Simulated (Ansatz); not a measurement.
**AlCu$_{3}$: enthalpy against pressure**

AlCu$_{3}$, Pmmn, a = 4.176 Å, b = 5.118 Å, c = 4.473 Å. The structure is a Materials Project entry; whether it is the stable form wasn't checked. Ansatz: PBEsol, PAW, 420 eV, Γ-centred 8×8×8 mesh on 8 atoms, Gaussian smearing 0.10 eV; no spin polarisation. Cell and atoms are relaxed at each pressure, and no other structure is tried, so the rows at high pressure may lie past a change of phase. y is the enthalpy over the state at zero pressure; there V0 = 11.949 Å³/atom. The pressures are the targets, met within 0.02 GPa.

```
P (GPa) y (eV/atom)
   -3.0            ?
    0.0       0.0000
    3.0       0.2216
    8.0       0.5824
   15.0       1.0719
   30.0       2.0716
```

**Question.** Fit y = c1 P + c2 P² + c3 P³ to the other rows, say what c1 and c2 mean, and predict the missing value.

**Answer.** Least squares on the rows shown. y = 0.074515 P − 0.00022538 P² + 1.4442×10⁻⁶ P³. Since dH/dP = V, c1 is V0: 0.074515 eV/GPa × 160.2 = 11.937 Å³ against 11.949; c2 = −V0/(2B0) gives B0 = 165 GPa, where a Birch–Murnaghan fit to the volumes of the same runs (not shown) gives 152 GPa: a cubic over this range folds the higher terms into c2. At P = -3.0 the fit asked for gives -0.2256 eV/atom. The run gave -0.2260 eV/atom, so the fit is 0.0004 eV/atom too high, a small miss on the scale of the series.

The mesh isn't the same in all rows (8×8×8, 10×8×8).